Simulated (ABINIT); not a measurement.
# Hf (P6_3/mmc) in ABINIT: single point with PBEsol

Aim: the single point of Hf with PBEsol.

Everything below comes from runs of ABINIT 10.8.3 (patched build). Logs are shortened: lines on timing, memory, paths and dates and some standing lists are left out, and cuts for length are marked. The log counts tension as positive stress, the text compression.

### 1 Starting point

The structure is hexagonal, space group P6_3/mmc (No. 194). Conventional cell: a = 3.197 Å, b = 3.197 Å, c = 5.058 Å, α = 90.00°, β = 90.00°, γ = 120.00°. Around Hf (site symmetry -6m2) lie 12 Hf at 3.13 to 3.20 Å.

### 2 Single point, PBEsol

run.abi

```
pp_dirpath "./"
pseudos "Hf.GGA_PBE-JTH.xml"

acell 3*1.0 Angstrom
rprim
     3.1967000000     0.0000000000     0.0000000000
    -1.5983500000     2.7684234083     0.0000000000
     0.0000000000     0.0000000000     5.0578000000
ntypat 1
znucl 72
natom 2
typat 1 1
xcart
     1.5983500002     0.9228078027     3.7933500000
    -0.0000000002     1.8456156056     1.2644500000 Angstrom

ecut 17.0
pawecutdg 34.0

kptopt 1
ngkpt 8 8 4
nshiftk 1
shiftk 0.0 0.0 0.0

ixc -116133

nband 16
occopt 3
tsmear 0.00183747

nstep 100
tolvrs 1.0e-9

iomode 3
prtwf 0
prtden 0
prteig 0
prtebands 0
```

Potentials or basis: JTH PAW PBE v2.0.

Command:

```console
$ abinit run.abi > log 2>&1
```

run.abo:

```text
.Version 10.8.3 of ABINIT
 Symmetries : space group P6_3/m m c (#194); Bravais hP (primitive hexag.)
================================================================================
 Values of the parameters that define the memory need of the present run
     intxc =       0    ionmov =       0      iscf =      17    lmnmax =      18
     lnmax =       6     mgfft =      36  mpssoang =       3    mqgrid =    3001
     natom =       2  nloc_mem =       2    nspden =       1   nspinor =       1
    nsppol =       1      nsym =      24    n1xccc =       1    ntypat =       1
    occopt =       3   xclevel =       2
       mpw =        1031          nfft =       20736          nkpt =          30
 PAW method is used; the additional fine FFT grid is defined by:
   mgfftf=        54    nfftf =     55296
================================================================================
================================================================================

--------------------------------------------------------------------------------
------------- Echo of variables that govern the present computation ------------
--------------------------------------------------------------------------------
 -outvars: echo values of preprocessed input variables --------
            acell      1.8897261259E+00  1.8897261259E+00  1.8897261259E+00 Bohr
              amu      1.78490000E+02
             ecut      1.70000000E+01 Hartree
              ixc     -116133
         kptrlatt        8    0    0      0    8    0      0    0    4
          kptrlen      3.82314272E+01
            natom           2
            nband          16
            ngfft          24      24      36
          ngfftdg          32      32      54
             nkpt          30
            nstep         100
             nsym          24
           ntypat           1
           occopt           3
        pawecutdg      3.40000000E+01 Hartree
         pawxcdev           0
           prtden           0
        prtebands           0
           prteig           0
            prtwf           0
            rprim      3.1967000000E+00  0.0000000000E+00  0.0000000000E+00
                      -1.5983500000E+00  2.7684234083E+00  0.0000000000E+00
                       0.0000000000E+00  0.0000000000E+00  5.0578000000E+00
          spgroup         194
           tolvrs      1.00000000E-09
           tsmear      1.83747000E-03 Hartree
            typat      1  1
           useylm           1
           xangst      1.5983500000E+00  9.2280780277E-01  3.7933500000E+00
                      -6.4905771596E-16  1.8456156055E+00  1.2644500000E+00
            xcart      3.0204437533E+00  1.7438540141E+00  7.1683925997E+00
                      -1.2265413231E-15  3.4877080282E+00  2.3894641999E+00
             xred      6.6666666667E-01  3.3333333333E-01  7.5000000000E-01
                       3.3333333333E-01  6.6666666667E-01  2.5000000000E-01
            znucl       72.00000

================================================================================

 chkinp: Checking input parameters for consistency.

================================================================================
== DATASET  1 ==================================================================

--- !DatasetInfo
iteration_state: {dtset: 1, }
dimensions: {natom: 2, nkpt: 30, mband: 16, nsppol: 1, nspinor: 1, nspden: 1, mpw: 1031, }
cutoff_energies: {ecut:  17.0, pawecutdg:  34.0, }
electrons: {nelect:   2.40000000E+01, charge:   0.00000000E+00, occopt:   3.00000000E+00, tsmear:   1.83747000E-03, }
meta: {optdriver: 0, ionmov: 0, optcell: 0, iscf: 17, paral_kgb: 0, }
...

 Real(R)+Recip(G) space primitive vectors, cartesian coordinates (Bohr,Bohr^-1):
 R(1)=  6.0408875  0.0000000  0.0000000  G(1)=  0.1655386  0.0955737  0.0000000
 R(2)= -3.0204438  5.2315620  0.0000000  G(2)=  0.0000000  0.1911475  0.0000000
 R(3)=  0.0000000  0.0000000  9.5578568  G(3)=  0.0000000  0.0000000  0.1046260
 Unit cell volume ucvol=  3.0205960E+02 bohr^3
 Angles (23,13,12)=  9.00000000E+01  9.00000000E+01  1.20000000E+02 degrees

 Coarse grid specifications (used for wave-functions):

 getcut: wavevector=  0.0000  0.0000  0.0000  ngfft=  24  24  36
         ecut(hartree)=     17.000   => boxcut(ratio)=   2.02933

 Fine grid specifications (used for densities):

 getcut: wavevector=  0.0000  0.0000  0.0000  ngfft=  32  32  54
         ecut(hartree)=     34.000   => boxcut(ratio)=   2.01811

--- Pseudopotential description ------------------------------------------------
- pspini: atom type   1  psp file is ./Hf.GGA_PBE-JTH.xml
 Pseudopotential format is: paw10
 basis_size (lnmax)=  6 (lmn_size= 18), orbitals=   0   0   1   1   2   2
 Spheres core radius: rc_sph= 2.41119446
 Shapefunction is SIN type: shapef(r)=[sin(pi*r/rshp)/(pi*r/rshp)]**2
 Radius for shape functions =  2.41119446
 Compensation charge density is not taken into account in XC energy/potential

   4.45577668E+03                                ecore*ucvol(ha*bohr**3)
--------------------------------------------------------------------------------

[... 7 lines left out ...]

     iter   Etot(hartree)      deltaE(h)  residm     nres2
 ETOT  1  -99.218487920223    -9.922E+01 2.040E+00 8.190E-01
 ETOT  2  -100.17673524240    -9.582E-01 7.113E-02 3.780E-01
 ETOT  3  -100.17507176780     1.663E-03 1.525E-02 3.519E-02
 ETOT  4  -100.17505566882     1.610E-05 6.849E-03 7.143E-04
 ETOT  5  -100.17505841623    -2.747E-06 4.866E-03 2.203E-05
 ETOT  6  -100.17505852897    -1.127E-07 2.146E-03 1.522E-07
 ETOT  7  -100.17505853191    -2.937E-09 1.813E-03 1.997E-08
 ETOT  8  -100.17505853183     8.251E-11 1.161E-03 2.847E-10

 At SCF step    8       nres2   =  2.85E-10 < tolvrs=  1.00E-09 =>converged.

 Cartesian components of stress tensor (hartree/bohr^3)
  sigma(1 1)=  1.43084080E-04  sigma(3 2)=  0.00000000E+00
  sigma(2 2)=  1.43084079E-04  sigma(3 1)=  0.00000000E+00
  sigma(3 3)=  1.45745178E-04  sigma(2 1)=  0.00000000E+00

--- !ResultsGS
iteration_state: {dtset: 1, }
comment   : Summary of ground state results
lattice_vectors:
- [  6.0408875,   0.0000000,   0.0000000, ]
- [ -3.0204438,   5.2315620,   0.0000000, ]
- [  0.0000000,   0.0000000,   9.5578568, ]
lattice_lengths: [   6.04089,    6.04089,    9.55786, ]
lattice_angles: [ 90.000,  90.000, 120.000, ] # degrees, (23, 13, 12)
lattice_volume:   3.0205960E+02
convergence: {deltae:  8.251E-11, res2:  2.847E-10, residm:  1.161E-03, diffor: null, }
etotal    :  -1.00175059E+02
entropy   :   0.00000000E+00
fermie    :  -6.37072748E-02
cartesian_stress_tensor: # hartree/bohr^3
- [  1.43084080E-04,   0.00000000E+00,   0.00000000E+00, ]
- [  0.00000000E+00,   1.43084079E-04,   0.00000000E+00, ]
- [  0.00000000E+00,   0.00000000E+00,   1.45745178E-04, ]
pressure_GPa:  -4.2358E+00
xred      :
- [  6.6667E-01,   3.3333E-01,   7.5000E-01, Hf]
- [  3.3333E-01,   6.6667E-01,   2.5000E-01, Hf]
cartesian_forces: # hartree/bohr
- [ -8.55814452E-27,  -8.23507840E-27,  -8.80376898E-31, ]
- [  8.55814452E-27,   8.23507840E-27,   8.80376898E-31, ]
force_length_stats: {min:   1.18767990E-26, max:   1.18767990E-26, mean:   1.18767990E-26, }
...

 Integrated electronic density in atomic spheres:
 ------------------------------------------------
 Atom  Sphere_radius  Integrated_density
    1        2.41119          9.48669382
    2        2.41119          9.48669382

================================================================================

 ----iterations are completed or convergence reached----

 Mean square residual over all n,k,spin=   10.328E-06; max=  11.611E-04
 reduced coordinates (array xred) for    2 atoms
       0.666666666667      0.333333333333      0.750000000000
       0.333333333333      0.666666666667      0.250000000000
 rms dE/dt=  5.8862E-26; max dE/dt=  1.0340E-25; dE/dt below (all hartree)
    1       0.000000000000      0.000000000000      0.000000000000
    2      -0.000000000000      0.000000000000     -0.000000000000

 cartesian coordinates (angstrom) at end:
    1      1.59835000000000     0.92280780276667     3.79335000000000
    2     -0.00000000000000     1.84561560553333     1.26445000000000

 cartesian forces (hartree/bohr) at end:
    1     -0.00000000000000    -0.00000000000000    -0.00000000000000
    2      0.00000000000000     0.00000000000000     0.00000000000000
 frms,max,avg= 6.8570731E-27 8.5581445E-27   0.000E+00  0.000E+00  0.000E+00 h/b

 cartesian forces (eV/Angstrom) at end:
    1     -0.00000000000000    -0.00000000000000    -0.00000000000000
    2      0.00000000000000     0.00000000000000     0.00000000000000
 frms,max,avg= 3.5260488E-25 4.4007749E-25   0.000E+00  0.000E+00  0.000E+00 e/A
 length scales=  1.889726125908  1.889726125908  1.889726125908 bohr
              =  1.000000000000  1.000000000000  1.000000000000 angstroms
 Fermi (or HOMO) energy (hartree) =  -0.06371   Average Vxc (hartree)=  -0.42359
 Eigenvalues (hartree) for nkpt=  30  k points:
 kpt#   1, nband= 16, wtk=  0.00391, kpt=  0.0000  0.0000  0.0000 (reduced coord)
  -2.33995   -2.33732   -1.20499   -1.17762   -1.17762   -1.17290   -1.17290   -1.17287
  -0.33707   -0.20207   -0.04167   -0.02233   -0.02230   -0.01204    0.00800    0.01191
      occupation numbers for kpt#   1
   2.00000    2.00000    2.00000    2.00000    2.00000    2.00000    2.00000    2.00000
   2.00000    2.00000    0.00001    0.00000    0.00000    0.00000    0.00000    0.00000
 prteigrs : prtvol=0 or 1, do not print more k-points.

--- !EnergyTerms
iteration_state     : {dtset: 1, }
comment             : Components of total free energy in Hartree
kinetic             :  1.06846644097165E+01
hartree             :  1.25386269518495E+01
xc                  : -1.78687358717531E+01
Ewald energy        : -7.80846831566813E+01
psp_core            :  1.47513160499889E+01
local_psp           : -2.00306573834543E+00
PAW spherical_terms : -4.01928264842642E+01
internal            : -1.00174703839489E+02
'-kT*entropy'       : -3.53617728316082E-04
total_energy        : -1.00175057457217E+02
total_energy_eV     : -2.72590218068168E+03
...

--- !EnergyTermsDC
iteration_state     : {dtset: 1, }
comment             : '"Double-counting" decomposition of free energy'
band_energy         : -2.47521135853272E+01
Ewald energy        : -7.80846831566813E+01
psp_core            :  1.47513160499889E+01
xc_dc               : -2.25573492314686E+01
PAW spherical_terms :  1.04681250093882E+01
internal            : -1.00174704914100E+02
'-kT*entropy'       : -3.53617728316082E-04
total_energy_dc     : -1.00175058531828E+02
total_energy_dc_eV  : -2.72590220992333E+03
...

--- !EnergyTermsWithPAWCore
iteration_state     : {dtset: 1, }
comment             : 'Components of total free energy, including PAW core contributions'
Total energy        : -3.01479809238577E+04
Total energy DC     : -3.01479809249323E+04
Total energy (eV)   : -8.20368353455558E+05
Total energy DC (eV): -8.20368353484799E+05
...

 Cartesian components of stress tensor (hartree/bohr^3)
  sigma(1 1)=  1.43084080E-04  sigma(3 2)=  0.00000000E+00
  sigma(2 2)=  1.43084079E-04  sigma(3 1)=  0.00000000E+00
  sigma(3 3)=  1.45745178E-04  sigma(2 1)=  0.00000000E+00

-Cartesian components of stress tensor (GPa)         [Pressure= -4.2358E+00 GPa]
- sigma(1 1)=  4.20967896E+00  sigma(3 2)=  0.00000000E+00
- sigma(2 2)=  4.20967894E+00  sigma(3 1)=  0.00000000E+00
- sigma(3 3)=  4.28797117E+00  sigma(2 1)=  0.00000000E+00

== END DATASET(S) ==============================================================
================================================================================

 -outvars: echo values of variables after computation  --------
            acell      1.8897261259E+00  1.8897261259E+00  1.8897261259E+00 Bohr
           etotal     -1.0017505853E+02
            fcart     -8.5581445156E-27 -8.2350783996E-27 -8.8037689817E-31
                       8.5581445156E-27  8.2350783996E-27  8.8037689817E-31
            rprim      3.1967000000E+00  0.0000000000E+00  0.0000000000E+00
                      -1.5983500000E+00  2.7684234083E+00  0.0000000000E+00
                       0.0000000000E+00  0.0000000000E+00  5.0578000000E+00
           strten      1.4308407963E-04  1.4308407884E-04  1.4574517766E-04
                       0.0000000000E+00  0.0000000000E+00  0.0000000000E+00
           xangst      1.5983500000E+00  9.2280780277E-01  3.7933500000E+00
                      -6.4905771596E-16  1.8456156055E+00  1.2644500000E+00
             xred      6.6666666667E-01  3.3333333333E-01  7.5000000000E-01
                       3.3333333333E-01  6.6666666667E-01  2.5000000000E-01
 Calculation completed.
```

Wall time 16 s (1 thread of Arm Neoverse V1, shared host); peak memory 0.11 GiB.

What came out:

```
Free energy                                           : -2725.9022 eV
Band gap on the k mesh                                : none (metal or under the smearing width)
Valence electrons inside the program's atomic spheres : Hf 9.49 (radii [1.2759] Å)
```

Caveat: the cutoff is too short for stress, so the log's stress isn't used; the PAW data sets were made with another functional, which shifts forces and pressure a little. The run has no spin-orbit coupling, so splittings on Hf are missing.
